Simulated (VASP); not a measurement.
Level of theory: PBE GGA, VASP's PBE PAW potentials (set 64) (plane waves; VASP).

Input for VASP

File POSCAR:
```
CaF2
1
    0.0000000000     2.7300000000     2.7300000000
    2.7300000000     0.0000000000     2.7300000000
    2.7300000000     2.7300000000     0.0000000000
Ca F
1 2
Direct
  0.0000000000   0.0000000000   0.0000000000
  0.2500000000   0.2500000000   0.2500000000
  0.7500000000   0.7500000000   0.7500000000
```

File KPOINTS:
```
K-points
0
G
 8 8 8
```

### INCAR
```
SYSTEM = CaF2
PREC = Accurate
ENCUT = 325
EDIFF = 1E-6
NELM = 100
ALGO = Normal
LREAL = .FALSE.
LASPH = .TRUE.
ISMEAR = 0
SIGMA = 0.05
GGA = PE
LWAVE = .FALSE.
LCHARG = .FALSE.
ISIF = 2
```

POTCAR, in this order: Ca_sv F (PBE.64 set). Program: vasp_std.

Output of the run:

File OUTCAR:
```
 ion  position               nearest neighbor table
   1  0.000  0.000  0.000-   3 2.36   3 2.36   3 2.36   2 2.36   3 2.36   2 2.36   2 2.36   2 2.36
  LATTYP: Found a face centered cubic cell.
 ALAT       =     5.4600000000
 Subroutine PRICEL returns:
 Original cell was already a primitive cell.
 Subroutine GETGRP returns: Found 48 space group operations
The static configuration has the point symmetry O_h .
The dynamic configuration has the point symmetry O_h .
 Subroutine INISYM returns: Found 48 space group operations
 Subroutine IBZKPT returns following result:
 Found     29 irreducible k-points:

 Following reciprocal coordinates:
            Coordinates               Weight
  0.000000  0.000000  0.000000      1.000000
  0.125000  0.000000  0.000000      8.000000
  0.250000  0.000000  0.000000      8.000000
  0.375000  0.000000  0.000000      8.000000
  0.500000  0.000000  0.000000      4.000000
  0.125000  0.125000  0.000000      6.000000
  0.250000  0.125000  0.000000     24.000000
  0.375000  0.125000  0.000000     24.000000
  0.500000  0.125000  0.000000     24.000000
 -0.375000  0.125000  0.000000     24.000000
...
```

### OSZICAR
```
       N       E                     dE             d eps       ncg     rms          rms(c)
DAV:   1     0.163589392354E+03    0.16359E+03   -0.10941E+04   928   0.107E+03
DAV:   2    -0.128528177417E+02   -0.17644E+03   -0.17358E+03  1168   0.323E+02
DAV:   3    -0.182851969316E+02   -0.54324E+01   -0.54290E+01  1096   0.657E+01
DAV:   4    -0.184468992445E+02   -0.16170E+00   -0.16167E+00  1488   0.876E+00
DAV:   5    -0.184481274221E+02   -0.12282E-02   -0.12282E-02  1104   0.789E-01    0.697E+00
DAV:   6    -0.175124782394E+02    0.93565E+00   -0.39856E+00  1008   0.136E+01    0.350E+00
DAV:   7    -0.174843516186E+02    0.28127E-01   -0.13334E-01  1336   0.292E+00    0.182E+00
DAV:   8    -0.174943834014E+02   -0.10032E-01   -0.29213E-02  1152   0.201E+00    0.146E-01
DAV:   9    -0.174977832981E+02   -0.33999E-02   -0.55532E-03  1296   0.539E-01    0.133E-01
DAV:  10    -0.174988044273E+02   -0.10211E-02   -0.13822E-03  1008   0.265E-01    0.186E-02
DAV:  11    -0.174988157675E+02   -0.11340E-04   -0.61399E-05  1232   0.686E-02    0.597E-03
DAV:  12    -0.174988226188E+02   -0.68513E-05   -0.17485E-05  1072   0.308E-02    0.325E-03
DAV:  13    -0.174988227454E+02   -0.12659E-06   -0.23760E-06  1192   0.116E-02
   1 F= -.17498823E+02 E0= -.17498823E+02  d E =-.770824E-23
```

File OUTCAR:
```
------------------------ aborting loop because EDIFF is reached ----------------------------------------
  FORCE on cell =-STRESS in cart. coord.  units (eV):
  Direction    XX          YY          ZZ          XY          YZ          ZX
  --------------------------------------------------------------------------------------
  Total       -9.7241281     -9.7241281     -9.7241281      0.0000000     -0.0000000      0.0000000
  in kB     -382.8629292   -382.8629292   -382.8629292      0.0000000     -0.0000000      0.0000000
  external PRESSURE =    -382.8629292 kB  Pullay stress =       0.0000000 kB
  volume of cell :       40.69
      direct lattice vectors                 reciprocal lattice vectors
     0.000000000  2.730000000  2.730000000    -0.183150183  0.183150183  0.183150183
     2.730000000  0.000000000  2.730000000     0.183150183 -0.183150183  0.183150183
     2.730000000  2.730000000  0.000000000     0.183150183  0.183150183 -0.183150183
 POSITION                                       TOTAL-FORCE (eV/Angst)
 -----------------------------------------------------------------------------------
      0.00000      0.00000      0.00000         0.000000      0.000000      0.000000
      1.36500      1.36500      1.36500        -0.000000     -0.000000     -0.000000
      4.09500      4.09500      4.09500         0.000000      0.000000      0.000000
 -----------------------------------------------------------------------------------
    total drift:                               -0.000000      0.000000      0.000000
  FREE ENERGIE OF THE ION-ELECTRON SYSTEM (eV)
  ---------------------------------------------------
  free  energy   TOTEN  =       -17.4988227454 eV

  energy  without entropy=      -17.4988227454  energy(sigma->0) =      -17.49882275
```
(Selected blocks of OUTCAR.)

File OUTCAR:
```
 val. band max:       -1.0329799729   @ k =   0.5000   0.5000   0.0000

 cond. band min:       6.3153306362   @ k =   0.0000   0.0000   0.0000


 Fermi energy:        -0.6993929348

 k-point     1 :       0.0000    0.0000    0.0000
  band No.  band energies     occupation
      1     -37.0003      2.00000
      2     -21.0143      2.00000
      3     -20.2867      2.00000
      4     -17.9393      2.00000
      5     -17.9393      2.00000
      6     -17.9393      2.00000
      7      -3.2067      2.00000
      8      -3.2067      2.00000
      9      -3.2067      2.00000
     10      -1.3161      2.00000
     11      -1.3160      2.00000
     12      -1.3160      2.00000
     13       6.3153      0.00000
     14       8.2059      0.00000
     15       8.2059      0.00000
     16      10.2588      0.00000

 k-point     2 :       0.1250    0.0000    0.0000
  band No.  band energies     occupation
      1     -36.9954      2.00000
      2     -21.0455      2.00000
      3     -20.3292      2.00000
      4     -17.9454      2.00000
      5     -17.9454      2.00000
      6     -17.8735      2.00000
      7      -3.1371      2.00000
      8      -3.1371      2.00000
      9      -3.0949      2.00000
     10      -1.4783      2.00000
     11      -1.3766      2.00000
     12      -1.3766      2.00000
     13       6.7132      0.00000
     14       8.2392      0.00000
     15       8.2392      0.00000
     16      10.1059      0.00000

 k-point     3 :       0.2500    0.0000    0.0000
  band No.  band energies     occupation
      1     -36.9835      2.00000
      2     -21.1180      2.00000
      3     -20.4462      2.00000
      4     -17.9604      2.00000
      5     -17.9604      2.00000
      6     -17.7094      2.00000
      7      -2.9607      2.00000
      8      -2.9607      2.00000
      9      -2.7510      2.00000
     10      -1.8932      2.00000
     11      -1.5680      2.00000
     12      -1.5680      2.00000
     13       7.6114      0.00000
...
```

At this cut-off the stress carries a Pulay error, which pulls relaxed volumes low.

The compound is CaF2 in the fluorite structure. The cell was not relaxed at this level. The run is one of a series of settings (ENCUT = 325 against the base run), some of them coarse on purpose.
